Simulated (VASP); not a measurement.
# Ge: relaxation of cell and atoms with PBE

Ge:

```xyz
2
Lattice="0.0000 2.8289 2.8289 2.8289 0.0000 2.8289 2.8289 2.8289 0.0000" Properties=species:S:1:pos:R:3 pbc="T T T"
Ge    4.2434    4.2434    4.2434
Ge    2.8289    2.8289    2.8289
```

* Program: VASP 6.6.1
* Task: relaxation of cell and atoms
* Functional: PBE
* Potentials or basis: VASP PAW PBE potentials, release 64 (Ge)
* Cutoff: 580 eV
* k mesh: 8 × 8 × 8
* Occupations: fermi-dirac, width 0.05 eV
* Spin: no spin polarisation
* Further INCAR settings: ALGO = Normal; EDIFF = 1e-06; IBRION = 2; EDIFFG = -0.02; NSW = 40; ISIF = 3

The relaxed volume is 24.17 Å³/atom, the relaxed cell is a = 4.089 Å, b = 4.089 Å, c = 4.089 Å, α = 60.00°, β = 60.00°, γ = 60.00° and the space group after relaxing (to 0.05 Å) is Fd-3m (No. 227). The energy gained by relaxing is 20.2 meV/atom and the ionic steps are 3. The pressure after relaxing is 0.0 GPa and the band gap on the k mesh is none (metal or under the smearing width).

The path:
```tsv
step	energy change (eV)	largest force (eV/Å)	pressure (GPa)	volume (Å³)
1	0.0000	0.0000	4.48	45.28
2	-0.0352	0.0000	-1.36	49.55
3	-0.0405	0.0000	0.00	48.34
```

Final structure:
```
Ge
1.0
     0.00000    2.89134    2.89134
     2.89134    0.00000    2.89134
     2.89134    2.89134    0.00000
Ge
2
Direct
  0.75000 0.75000 0.75000
  0.50000 0.50000 0.50000
```

Levels at points of the mesh, in eV from the Fermi level:
| k point | band 1 | band 2 | band 3 | band 4 | band 5 | band 6 | band 7 | band 8 |
| --- | --- | --- | --- | --- | --- | --- | --- | --- |
| (0.00, 0.00, 0.00) | -12.24 | -0.47 | 0.05 | 0.05 | 0.05 | 2.56 | 2.56 | 2.56 |
| (0.50, 0.00, 0.00) | -10.31 | -7.27 | -1.26 | -1.26 | 0.05 | 3.74 | 3.74 | 7.11 |
| (0.50, 0.50, 0.00) | -8.60 | -8.60 | -2.81 | -2.81 | 0.87 | 0.87 | 9.01 | 9.01 |

It took 20 s on 1 thread of Intel(R) Xeon(R) Platinum 8488C (Sapphire Rapids), on a shared host, peak memory 0.18 GiB.

The cell as given is a measured one (22.64 Å³/atom); PBE puts the equilibrium volume +6.8 % from it, thermal expansion not counted.

Caveat: this crystal is a semiconductor, whose small gap the functional closes, so the metal is an error of the method.
